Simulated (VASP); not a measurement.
# CdSe (Cadmoselite): single point with PBEsol

**Measured values to compare with.**

From a printed reference work, data compilation, for a bulk crystal of CdSe at 2 K: band gap 1.841 eV.

The system is CdSe (Cadmoselite).

```
Cd Se
1.0
     4.30000    0.00000    0.00000
    -2.15000    3.72391    0.00000
     0.00000    0.00000    7.02000
Cd Se
2 2
Direct
  0.33333 0.66667 0.00000
  0.66667 0.33333 0.50000
  0.33333 0.66667 0.38500
  0.66667 0.33333 0.88500
```

```json
{
  "Program": "VASP 6.6.1",
  "Task": "single point",
  "Functional": "PBEsol",
  "Potentials or basis": "VASP PAW PBE potentials, release 64 (Cd, Se)",
  "Cutoff": "520 eV",
  "k mesh": "6 × 6 × 4",
  "Occupations": "gaussian, width 0.01 eV",
  "Spin": "no spin polarisation"
}
```

```json
{
 "Pressure": "0.5 GPa",
 "Largest force": "0.276 eV/Å",
 "Band gap on the k mesh": "0.58 eV, direct"
}
```

Forces in eV/Å, atoms in the order of the input:
```
Cd   0.000  0.000  0.276
Cd   0.000  0.000  0.276
Se   0.000  0.000 -0.276
Se   0.000  0.000 -0.276
```

Stress tensor (GPa, compression positive):
```
 1.15  0.00  0.00
 0.00  1.15  0.00
 0.00  0.00 -0.78
```

Levels at points of the mesh, in eV from the valence-band top:
| k point | band 14 | band 15 | band 16 | band 17 | band 18 | band 19 | band 20 | band 21 | band 22 | band 23 |
| --- | --- | --- | --- | --- | --- | --- | --- | --- | --- | --- |
| (0.00, 0.00, 0.00) | -0.73 | -0.73 | -0.01 | 0.00 | 0.00 | 0.58 | 2.01 | 5.79 | 5.79 | 6.05 |
| (0.50, 0.00, 0.00) | -3.77 | -2.61 | -1.88 | -1.27 | -0.84 | 3.14 | 3.20 | 4.70 | 6.08 | 6.57 |
| (0.00, 0.00, 0.50) | -2.62 | -0.38 | -0.38 | -0.38 | -0.38 | 2.24 | 2.24 | 5.72 | 5.72 | 6.17 |
| (0.50, 0.00, 0.50) | -4.29 | -1.40 | -1.40 | -1.31 | -1.31 | 2.88 | 2.88 | 4.69 | 4.69 | 7.65 |

Run time: 30 s on 1 thread of Intel(R) Xeon(R) Platinum 8559C (Emerald Rapids), on a shared host, peak memory 0.24 GiB.

A measured gap of CdSe is 1.841 eV (2 K; a printed reference work, data compilation); the calculated 0.58 eV misses it by -1.26 eV. So large a miss can be the level of theory's own, or it may mean another phase, state or a wrong row. Spin-orbit coupling on Cd, Se is left out. The value is that of PBEsol, without temperature or zero-point motion. Semilocal functionals fall short of measured gaps as a rule.

Caveat: the PAW data sets were made with another functional, which shifts forces and pressure a little.
